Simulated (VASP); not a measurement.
VASP 6.6.1, LDA single-point calculation, Si (distorted diamond)

INCAR

```
LASPH = .TRUE.
PREC = Accurate
ISIF = 2
NELM = 120
LWAVE = .FALSE.
SIGMA = 0.02
EDIFF = 1E-7
NBANDS = 11
GGA = CA
IBRION = -1
ENCUT = 520
ISMEAR = -1
LCHARG = .FALSE.
NSW = 0
LREAL = .FALSE.
```

KPOINTS

```
KPOINTS created by Atomic Simulation Environment
0
Gamma
6 6 6
0 0 0
```

POSCAR

```
Si
 1.0000000000000000
     0.0114000000000000    2.7195999999999998    2.6692999999999998
     2.8275000000000001   -0.0392000000000000    2.7199000000000000
     2.7780000000000000    2.7206999999999999    0.0103000000000000
 Si
   2
Cartesian
  2.7661813500000001  5.3582795000000001  2.6786009499999999
  1.3476262500000000  1.3065368899999998  1.4625169100000002
```

VASP ran with the recommended LDA PAW datasets (8 valence electrons in the cell).

Command

```
mpirun -np 1 vasp_std
```

From OUTCAR

```
k-points           NKPTS =    112   k-points in BZ     NKDIM =    112   number of bands    NBANDS=     11

   NELECT =       8.0000    total number of electrons

   dimension x,y,z NGX =    28 NGY =   30 NGZ =   30
   dimension x,y,z NGXF=    56 NGYF=   60 NGZF=   60

  energy-cutoff  :      520.00
  volume of cell :       41.21
      direct lattice vectors                 reciprocal lattice vectors
     0.011400000  2.719600000  2.669300000    -0.179576788  0.182642111  0.189313187
     2.827500000 -0.039200000  2.719900000     0.175546665 -0.179935005  0.182575959
     2.778000000  2.720700000  0.010300000     0.182033470  0.182391687 -0.186606082

 k-points in reciprocal lattice and weights: KPOINTS created by Atomic Simulation Env
   0.00000000  0.00000000  0.00000000       0.005
   0.16666667 -0.00000000 -0.00000000       0.009
   0.33333333  0.00000000 -0.00000000       0.009
   0.50000000 -0.00000000 -0.00000000       0.005
   0.00000000  0.16666667  0.00000000       0.009
   0.16666667  0.16666667 -0.00000000       0.009
   0.33333333  0.16666667 -0.00000000       0.009
   0.50000000  0.16666667 -0.00000000       0.009
   ...

 E-fermi :   5.7803

 k-point     1 :       0.0000    0.0000    0.0000
  band No.  band energies     occupation
      1      -6.2974      2.00000
      2       4.8398      2.00000
      3       5.6906      1.97761
      4       5.9686      0.00016
      5       7.5706      0.00000
      6       7.7869      0.00000
      7       8.3416      0.00000
      8       8.5794      0.00000
      9      12.8951      0.00000
     10      13.0094      0.00000
     11      13.5329      0.00000

 k-point     2 :       0.1667   -0.0000   -0.0000
  band No.  band energies     occupation
      1      -5.9274      2.00000
      2       2.8090      2.00000
      3       5.0756      2.00000
      4       5.3145      2.00000
      5       7.7764      0.00000
      6       8.4730      0.00000
      7       8.6443      0.00000
      8      10.5332      0.00000
      9      12.2181      0.00000
     10      12.5475      0.00000
     11      14.1762      0.00000

 k-point     3 :       0.3333    0.0000   -0.0000
  band No.  band energies     occupation
      1      -4.8608      2.00000
      2      -0.0688      2.00000
      3       4.4838      2.00000
      4       4.6465      2.00000
      5       7.0806      0.00000
      6       8.8946      0.00000
      7       9.2406      0.00000
      8      12.5716      0.00000
      9      13.2556      0.00000
     10      13.3515      0.00000
     11      14.0948      0.00000

 k-point     4 :       0.5000   -0.0000   -0.0000
  band No.  band energies     occupation
      1      -3.7235      2.00000
      2      -1.8567      2.00000
      3       4.2731      2.00000
      4       4.4255      2.00000
      5       6.8236      0.00000
      6       8.6998      0.00000
      7       9.1410      0.00000
      8      13.0261      0.00000
      9      15.1337      0.00000
     10      15.2439      0.00000
     11      15.9020      0.00000

 k-point     5 :       0.0000    0.1667    0.0000
  band No.  band energies     occupation
      1      -5.9601      2.00000
      2       2.8580      2.00000
      3       4.9109      2.00000
      4       5.4686      2.00000
      5       7.7492      0.00000
      6       8.3353      0.00000
      7       9.0476      0.00000
      8      10.3715      0.00000
      9      12.4618      0.00000
     10      12.7709      0.00000
     11      14.1184      0.00000

 k-point     6 :       0.1667    0.1667   -0.0000
  band No.  band energies     occupation
      1      -5.8106      2.00000
      2       3.4698      2.00000
      3       3.9398      2.00000
      4       4.5545      2.00000
      5       6.9321      0.00000
      6       9.4528      0.00000
      7       9.7333      0.00000
      8       9.9784      0.00000
      9      12.1100      0.00000
     10      13.4685      0.00000
     11      14.9245      0.00000

 k-point     7 :       0.3333    0.1667   -0.0000
  band No.  band energies     occupation
      1      -4.9460      2.00000
      2       0.8156      2.00000
      3       3.6186      2.00000
      4       3.9035      2.00000
      5       7.3125      0.00000
      6       8.8522      0.00000
      7       9.9772      0.00000
      8      10.4936      0.00000
      9      14.2212      0.00000
     10      14.4324      0.00000
     11      15.5898      0.00000

 k-point     8 :       0.5000    0.1667   -0.0000
  band No.  band energies     occupation
      1      -3.6029      2.00000
      2      -1.4880      2.00000
      3       2.8534      2.00000
      4       3.8269      2.00000
      5       7.5155      0.00000
      6       9.5088      0.00000
      7       9.9709      0.00000
      8      10.9245      0.00000
      9      14.8223      0.00000
     10      15.8903      0.00000
     11      16.8663      0.00000

 k-point     9 :      -0.3333    0.1667    0.0000
  band No.  band energies     occupation
      1      -4.1467      2.00000
      2      -0.7550      2.00000
      3       2.5674      2.00000
      4       4.3285      2.00000
      5       7.8727      0.00000
      6       9.4954      0.00000
      7       9.7245      0.00000
      8      12.5944      0.00000
      9      12.8590      0.00000
     10      14.0694      0.00000
     11      16.6864      0.00000

 k-point    10 :      -0.1667    0.1667    0.0000
  band No.  band energies     occupation
      1      -5.3781      2.00000
      2       1.4507      2.00000
      3       3.2565      2.00000
      4       5.2160      2.00000
      5       8.4613      0.00000
      6       8.7546      0.00000
      7       9.5840      0.00000
      8      10.9871      0.00000
      9      11.5450      0.00000
     10      13.8356      0.00000
     11      15.5056      0.00000

 k-point    11 :       0.0000    0.3333    0.0000
  band No.  band energies     occupation
      1      -5.0193      2.00000
      2       0.0753      2.00000
      3       4.4123      2.00000
      4       4.9107      2.00000
      5       7.2171      0.00000
      6       8.4780      0.00000
      7       9.5935      0.00000
      8      12.9100      0.00000
      9      13.3448      0.00000
     10      13.5493      0.00000
     11      14.2445      0.00000

 k-point    12 :       0.1667    0.3333    0.0000
  band No.  band energies     occupation
      1      -5.0515      2.00000
      2       1.0817      2.00000
      3       3.2474      2.00000
      4       4.0139      2.00000
      5       7.4161      0.00000
      6       9.3796      0.00000
      7      10.0379      0.00000
      8      10.3087      0.00000
      9      14.2665      0.00000
     10      14.7075      0.00000
     11      15.8865      0.00000

 k-point    13 :       0.3333    0.3333    0.0000
  band No.  band energies     occupation
      1      -4.3908      2.00000
      2       0.6274      2.00000
      3       2.7508      2.00000
      4       3.2534      2.00000
      5       5.8837      0.01129
      6       7.4449      0.00000
      7      12.3632      0.00000
      8      12.7519      0.00000
      9      14.7685      0.00000
     10      15.2089      0.00000
     11      18.3085      0.00000

 k-point    14 :       0.5000    0.3333   -0.0000
  band No.  band energies     occupation
      1      -3.1215      2.00000
      2      -1.1836      2.00000
      3       1.8307      2.00000
      4       3.0835      2.00000
      5       6.6250      0.00000
      6       7.5110      0.00000
      7      12.3740      0.00000
      8      12.8435      0.00000
      9      15.9580      0.00000
     10      16.3309      0.00000
     11      17.6090      0.00000

 k-point    15 :      -0.3333    0.3333    0.0000
  band No.  band energies     occupation
      1      -3.0314      2.00000
      2      -1.4013      2.00000
      3       1.1725      2.00000
      4       3.5421      2.00000
      5       7.1599      0.00000
      6      10.4233      0.00000
      7      11.4940      0.00000
      8      12.4080      0.00000
      9      12.8534      0.00000
     10      13.3122      0.00000
     11      19.9002      0.00000

 k-point    16 :      -0.1667    0.3333    0.0000
  band No.  band energies     occupation
      1      -4.3087      2.00000
      2      -0.5779      2.00000
      3       2.5367      2.00000
      4       4.4713      2.00000
      5       8.0068      0.00000
      6       9.2896      0.00000
      7       9.8190      0.00000
      8      12.5157      0.00000
      9      12.9320      0.00000
     10      14.3145      0.00000
     11      16.6831      0.00000

 ...

  Total       -1.2784621     -0.7443735     -0.5617420     -0.7825371      0.7540052     -0.9394009
  in kB      -49.7040019    -28.9397238    -21.8393856    -30.4234463     29.3141863    -36.5219929
  external PRESSURE =     -33.4943704 kB  Pullay stress =       0.0000000 kB

 POSITION                                       TOTAL-FORCE (eV/Angst)
 -----------------------------------------------------------------------------------
      2.76618      5.35828      2.67860        -0.727545      0.807103      1.319440
      1.34763      1.30654      1.46252         0.727545     -0.807103     -1.319440
 -----------------------------------------------------------------------------------
    total drift:                                0.000003      0.000008     -0.000004

  FREE ENERGIE OF THE ION-ELECTRON SYSTEM (eV)
  ---------------------------------------------------
  free  energy   TOTEN  =       -11.7517898331 eV

  energy  without entropy=      -11.7517644665  energy(sigma->0) =      -11.75177715
```

The gap between bands v and c on the k mesh is -0.35 eV (bands overlap: a metal), the least direct gap on the k mesh is 1.60 eV and the pressure is -3.3 GPa. The largest force is 1.71 eV/Å.

Band v is the last that the valence electrons fill when counted band by band, and c is the next.

The run took about 16 s on one core of a shared host (Intel Xeon 6975P-C) and held 0.16 GiB at most.
